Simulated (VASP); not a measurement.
Input of a VASP 6.6.1 run:

The input INCAR:

```
SYSTEM = SiO
PREC = Accurate
ENCUT = 520
EDIFF = 1E-7
ISMEAR = -1
SIGMA = 0.05
LREAL = .FALSE.
LASPH = .TRUE.
NELM = 60
ALGO = Normal
ISIF = 2
LWAVE = .FALSE.
LCHARG = .TRUE.
GGA = PE
LELF = .TRUE.
LVHAR = .TRUE.
NBANDS = 12
```

Contents of KPOINTS:

```
Automatic mesh
0
G
  9 9 9
  0 0 0
```

Contents of POSCAR:

```
SiO
1.0
    0.0000000000      2.4336400000      2.4336400000
    2.4336400000      0.0000000000      2.4336400000
    2.4336400000      2.4336400000      0.0000000000
Si O
1 1
Direct
    0.7500000000      0.7500000000      0.7500000000
    0.0000000000      0.0000000000      0.0000000000
```

Potentials or basis: VASP PAW PBE potentials, release 64 (Si, O).

Run with:

```bash
$ cat potpaw_PBE.64/Si/POTCAR potpaw_PBE.64/O/POTCAR > POTCAR
$ mpirun -np 1 vasp_std > vasp.out
```

**Question.** Estimate the pressure.

**Answer.** 0.0 GPa.

**Question.** What does it give for the band gap on the k mesh?

**Answer.** None (metal or under the smearing width).
